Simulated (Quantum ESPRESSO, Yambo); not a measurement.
# Quasiparticle gap of AlN (F-43m) in Yambo, part 3 of 3

Aim: the G0W0 gap of AlN (F-43m) on PBE, step by step.

Quantum ESPRESSO 7.5 and Yambo 5.3.0; PBE and many-body steps on it, plane waves. Known limits of the many-body steps: not at the basis limit; coarse k mesh.

So far. Step 3 (Bands along the symmetry lines): The gap is 3.325 eV, as in the run before at this level. Step 4 (Empty states on the mesh, 4×4×4 mesh, 90 bands): On this mesh the gap is 3.325 eV.

## 6. Screening and self-energy, 4×4×4 mesh, 90 bands, screening to 210.9 eV

G0W0 replaces the xc potential by the self-energy, built once from these orbitals. Only a window of levels is corrected, while the sums run over the empty bands that the input names.

This step: G0W0 on PBE, plane waves, norm-conserving pseudopotentials.

Contents of gw1.in:

```
HF_and_locXC
gw0
dyson
ppa
em1d
rim_cut
RandQpts= 1000000
RandGvec= 1 RL
EXXRLvcs= 72 Ry
VXCRLvcs= 288 Ry
Chimod= "HARTREE"
% BndsRnXp
 1 | 90 |
%
NGsBlkXp= 15.5 Ry
% LongDrXp
 1 | 1 | 1 |
%
% GbndRnge
 1 | 90 |
%
DysSolver= "n"
ExtendOut
PPAPntXp= 27.21138 eV
% QPkrange
 1 | 8 | 2 | 8 |
%
```

Command:

```
> OMP_NUM_THREADS=1 mpirun -n 8 yambo -F gw1.in -J gw1 -C gw1 > gw1.log
```

The log of the run:

```text
 Yambo, version 5.3.0

 [02] CORE Variables Setup
 =========================

  [... cell, symmetries and grids as in the set-up ...]

  [02.05] Energies & Occupations
  ==============================

  [X] === General ===
  [X] Electronic Temperature                        :  0.000000  0.000000 [eV K]
  [X] Bosonic    Temperature                        :  0.000000  0.000000 [eV K]
  [X] Finite Temperature mode                       : no
  [X] El. density                                   :  0.38398E+24 [cm-3]
  [X] Fermi Level                                   :  6.956541 [eV]

  [X] === Gaps and Widths ===
  [X] Conduction Band Min                           :  3.324859 [eV]
  [X] Valence Band Max                              :  0.000000 [eV]
  [X] Filled Bands                                  :   4
  [X] Empty Bands                                   :    5   90
  [X] Direct Gap                                    :  4.192097 [eV]
  [X] Direct Gap localized at k                     :  1
  [X] Indirect Gap                                  :  3.324859 [eV]
  [X] Indirect Gap between kpts                     :   1   7
  [X] Last valence band width                       :  2.697200 [eV]
  [X] 1st conduction band width                     :  4.489928 [eV]

 [03] Transferred momenta grid and indexing
 ==========================================

 IBZ Q-points                                      :   8
 BZ  Q-points                                      :   64

 K/Q-points units:
 rlu = crystal or reduced units; cc = cartesian coordinates; iku = interal k-units

 Q [1]          [rlu]:  0.000000  0.000000  0.000000
 Q [2]          [rlu]: -0.52978E-17 -0.52978E-17  0.25000
 Q [3]          [rlu]:  0.10596E-16  0.10596E-16 -0.50000
 Q [4]          [rlu]:  0.19945E-16  0.25000      0.25000
 Q [5]          [rlu]:  0.25178E-16  0.25000      0.50000
 Q [6]          [rlu]:  0.10596E-16  0.25000     -0.25000
 Q [7]          [rlu]: -0.39890E-16 -0.50000     -0.50000
 Q [8]          [rlu]:  0.250000 -0.500000 -0.250000

 [04] Coloumb potential Random Integration (RIM)
 ===============================================

  [04.01] RIM initialization
  ==========================

  * Diagonal components only detected *

  8 x (sBL volume)        :  0.220531 [a.u.]
  sBZ random points       :  1000000
  Points outside the sBZ  :   7987327
  RL volume               :  1.764245 [a.u.]
  Integrated volume       :  1.767044 [a.u.]

  [04.02] RIM integrals
  =====================

  Gamma point sphere radius             :  0.109591 [a.u.]
  Points outside the sphere             :   799513
  [Int_sBZ(q=0) 1/q^2]*(Vol_sBZ)^(-1/3) =:  7.764325
                                 should be <:  7.795600

  Summary of Coulomb integrals for non-metallic bands |Q|[au] RIM/Bare

  Q [1] 0.100000E-4 0.995988 * Q [2] 0.329610 1.065884
  Q [4] 0.380601 1.064810 * Q [6] 0.538251 1.027704
  Q [5] 0.631155 1.020409 * Q [3] 0.659220 1.018308
  Q [7] 0.761202 1.014905 * Q [8] 0.851049 1.011860

 [05] Dipoles
 ============

  [05.01] Setup: observables and procedures
  =========================================

 [06] Dynamic Dielectric Matrix (PPA)
 ====================================

 [SLK-Inversion]  Pools        :  2
 [SLK-Inversion]  BLACS grid   :  2  2

 [WR./gw1//ndb.pp]---------------------------------------------------------------
  Brillouin Zone Q/K grids (IBZ/BZ)                :    8   64    8   64
  RL vectors                                       :  1917 [WF]
  Coulomb cutoff potential                         : none
  Electronic Temperature                           :  0.000000 [K]
  Bosonic    Temperature                           :  0.000000 [K]
  PPA    diel. fun.  energies                      : Perdew, Burke & Ernzerhof(X)+Perdew, Burke & Ernzerhof(C)
  wavefunctions                                    : Perdew, Burke & Ernzerhof(X)+Perdew, Burke & Ernzerhof(C)
  Global Gauge                                     : length
  X matrix size                                    :  181
  X band range                                     :    1   90
  X e/h energy range                               : -1.000000 -1.000000 [eV]
  X Time ordering                                  : R
  X Hxc Kernel                                     : HARTREE
  X Drude frequency                                :  0.000000  0.000000
  X poles                                          :  100.0000 [o/o]
  RL vectors in the sum                            :  1917
  [r,Vnl] included                                 : yes
  Field direction                                  :  0.577350E-5  0.577350E-5  0.577350E-5
  BZ energy Double Grid                            : no
  BZ energy DbGd points                            : 0
  BZ Q point size factor                           : -1.000000
  X Optical Averaged directions                    : none

 [07] Local Exchange-Correlation + Non-Local Fock
 ================================================

 [VXC] Plane waves :  11575
 [EXS] Plane waves :  1471

 QP @ state[ 1 ] K range:   1   8
 QP @ state[ 1 ] b range:   2   8

 [xc] Functional : Perdew, Burke & Ernzerhof(X)+Perdew, Burke & Ernzerhof(C)
 [xc] LIBXC used to calculate xc functional
  PP Number of Atomic Species                      :  2
  NLCC RL compoments                               :  11575
  PP Number of Atomic Species                      :  2
  NLCC RL compoments                               :  11575

 [xc] E_xc :  -3.460990 [Ha]
      E_xc :  -6.921979 [Ry]

  Local XC kind (lXC) : Perdew, Burke & Ernzerhof(X)+Perdew, Burke & Ernzerhof(C)
  Non-Local XC kind (nlXC) : Hartree-Fock

  Corrections @ K [1] :  [eV]
 <2|nlXC|2> = -20.93521  0.17767E-16 <2|lXC|2> = -16.96897  0.24001E-22
 <3|nlXC|3> = -20.93516  0.31256E-17 <3|lXC|3> = -16.96897  0.37763E-15
 <4|nlXC|4> = -20.93498 -0.12755E-16 <4|lXC|4> = -16.96897  0.18882E-15
 <5|nlXC|5> = -7.926791 -0.85574E-17 <5|lXC|5> = -12.51951 -0.18882E-15
 <6|nlXC|6> = -4.085061 -0.13808E-17 <6|lXC|6> = -9.879197  0.94405E-16
 <7|nlXC|7> = -4.084738 -0.17773E-17 <7|lXC|7> = -9.879197 -0.59018E-16
 <8|nlXC|8> = -4.084837 -0.29368E-17 <8|lXC|8> = -9.879197  0.47205E-16

  Corrections @ K [2] :  [eV]
 <2|nlXC|2> = -19.26695  0.18087E-16 <2|lXC|2> = -14.40035  0.18882E-15
 <3|nlXC|3> = -20.81910  0.24460E-16 <3|lXC|3> = -16.75776  0.37764E-15
 <4|nlXC|4> = -20.81888  0.44900E-16 <4|lXC|4> = -16.75776 -0.18882E-15
[...]
Corrections @ K [3] :  [eV]
[...]
Corrections @ K [4] :  [eV]
[...]
Corrections @ K [5] :  [eV]
[...]
[... 2 further k-points ...]
  Corrections @ K [8] :  [eV]
[...]
<4|nlXC|4> = -18.38030  0.16990E-16 <4|lXC|4> = -13.85469 -0.18882E-15
 <5|nlXC|5> = -6.995244  0.32676E-17 <5|lXC|5> = -11.82310 -0.11801E-16
 <6|nlXC|6> = -5.992991  0.27573E-17 <6|lXC|6> = -12.02057  0.60480E-16
 <7|nlXC|7> = -4.137182  0.64012E-18 <7|lXC|7> = -10.20253 -0.94406E-16
 <8|nlXC|8> = -6.797686 -0.13546E-18 <8|lXC|8> = -13.55427 -0.47209E-16

  [07.01] Hartree-Fock occupations report
  =======================================

  [Hartree-Fock] === General ===
  [Hartree-Fock] Electronic Temperature             :  0.000000  0.000000 [eV K]
  [Hartree-Fock] Bosonic    Temperature             :  0.000000  0.000000 [eV K]
  [Hartree-Fock] Finite Temperature mode            : no
  [Hartree-Fock] El. density                        :  0.38398E+24 [cm-3]
  [Hartree-Fock] Fermi Level                        :  6.956541 [eV]

  [Hartree-Fock] === Gaps and Widths ===
  [Hartree-Fock] Conduction Band Min                :  7.563402 [eV]
  [Hartree-Fock] Valence Band Max                   : -3.966013 [eV]
  [Hartree-Fock] Filled Bands                       :   4
  [Hartree-Fock] Empty Bands                        :    5   90
  [Hartree-Fock] Direct Gap                         :  12.75083 [eV]
  [Hartree-Fock] Direct Gap localized at k          :  1
  [Hartree-Fock] Indirect Gap                       :  11.52942 [eV]
  [Hartree-Fock] Indirect Gap between kpts          :   1   7
  [Hartree-Fock] Last valence band width            :  3.256795 [eV]
  [Hartree-Fock] 1st conduction band width          :  5.775858 [eV]

 [08] Dyson equation: Newton solver
 ==================================

  [08.01] G0W0 (W PPA)
  ====================

  [  GW  ] Bands range     :    1   90
  [GW/PPA] G damping       :  0.100000 [eV]

  QP @ state[ 1 ] K range:   1   8
  QP @ state[ 1 ] b range:   2   8

   Sc/G bands                                       :    1   90
   Sc/G damping                                     :  0.100000 ev
   Sc bands terminator                              : no
   Sx RL components                                 :  1471

   QP @ state[ 1 ] K range                          :   1   8
   QP @ state[ 1 ] b range                          :   2   8
   GF energies kind                                 : Perdew, Burke & Ernzerhof(X)+Perdew, Burke & Ernzerhof(C)
   GF WF`s kind                                     : Perdew, Burke & Ernzerhof(X)+Perdew, Burke & Ernzerhof(C)
   Xs energies kind                                 : Perdew, Burke & Ernzerhof(X)+Perdew, Burke & Ernzerhof(C)
   Xs WF`s kind                                     : Perdew, Burke & Ernzerhof(X)+Perdew, Burke & Ernzerhof(C)

 [11] Game Over & Game summary
```

Wall time 51 s (8 MPI ranks of Arm Neoverse V2, shared host); peak memory 2.3 GiB.

This step gave:

```
G0W0 gap on the mesh                         : 4.488 eV
starting gap on the mesh                     : 3.325 eV
k of the valence top                         : 0, 0, 0
k of the conduction bottom                   : 0, -0.5, -0.5
least direct G0W0 gap on the computed points : 5.579 eV
Z at the valence top                         : 0.7908
Z at the conduction bottom                   : 0.8386
```

The gap on the mesh goes from 3.32 eV to 4.49 eV, a correction of +1.16 eV.

Limits: finite bands, cutoff and mesh; coarse k mesh. v1 is the top filled band, c1 the lowest empty one. The levels before and after the correction (eV, zero at the valence-band top of each column):

```tsv
	conduction bottom	valence top
Kohn-Sham	3.32	0.00
G0W0	4.49	0.00
```

```tsv
	level	energy (eV)
Kohn-Sham	Γ v3-v1	0.000
Kohn-Sham	Γ c1	4.192
Kohn-Sham	Γ c2-c4	12.589
Kohn-Sham	(0 -0.5 -0.5) v3	-4.898
Kohn-Sham	(0 -0.5 -0.5) v2-v1	-1.775
Kohn-Sham	(0 -0.5 -0.5) c1	3.325
Kohn-Sham	(0 -0.5 -0.5) c2	8.652
Kohn-Sham	(0 -0.5 -0.5) c3	13.920
Kohn-Sham	(0 -0.5 -0.5) c4	15.697
G0W0	Γ v3-v1	0.000
G0W0	Γ c1	5.579
G0W0	Γ c2-c4	14.019
G0W0	(0 -0.5 -0.5) v3	-5.467
G0W0	(0 -0.5 -0.5) v2-v1	-2.075
G0W0	(0 -0.5 -0.5) c1	4.488
G0W0	(0 -0.5 -0.5) c2	10.054
G0W0	(0 -0.5 -0.5) c3	16.052
G0W0	(0 -0.5 -0.5) c4	17.378
```

## 7. Where the time went

Times are wall times on the hardware named with each run, good to a factor of about two.

```tsv
step	time	share	memory (GiB)
ground state	1.5 s	3 %	0.05
bands along the symmetry lines	1.2 s	2 %	0.05
empty states on the mesh	1.5 s	3 %	0.05
conversion and set-up	1.8 s	3 %	0.23
screening and self-energy	51 s	90 %	2.3
```

## 8. Summary of results

```
PBE gap              : 3.32 eV, indirect
G0W0 gap on the mesh : 4.49 eV
GW settings          : 4×4×4 mesh, 90 bands, screening to 210.9 eV, Godby-Needs plasmon pole
known limits         : not at the basis limit; coarse k mesh
```

What this shows: G0W0 moves the gap on the mesh from 3.32 eV to 4.49 eV (+1.16 eV), with Z of 0.79 and 0.84 at the edges. The dearest step here is «screening and self-energy». Bands and cutoff are finite, so the gap is not at the basis limit. The miss can reach some tenths of an eV and take either sign; the mesh is an error of its own. The 4×4×4 mesh is coarse for this cell, which bears on the long-range parts of exchange and screening.

[Paths, hosts, dates, memory and timing lines, banners, echoed tables and standing remarks are left out of the program output.]

[Logs are printed without paths, hosts, clocks, repeated set-up lines and the standing remarks that a program may print on its own settings, such as how far it seeks lower states.]

[Runs of the session that timed out or met a known fault of the program may be left out.]

[Hosts, paths, dates, database ids (printed as entryN), source tags and the programs' standing remarks are cut or masked in the printed files.]
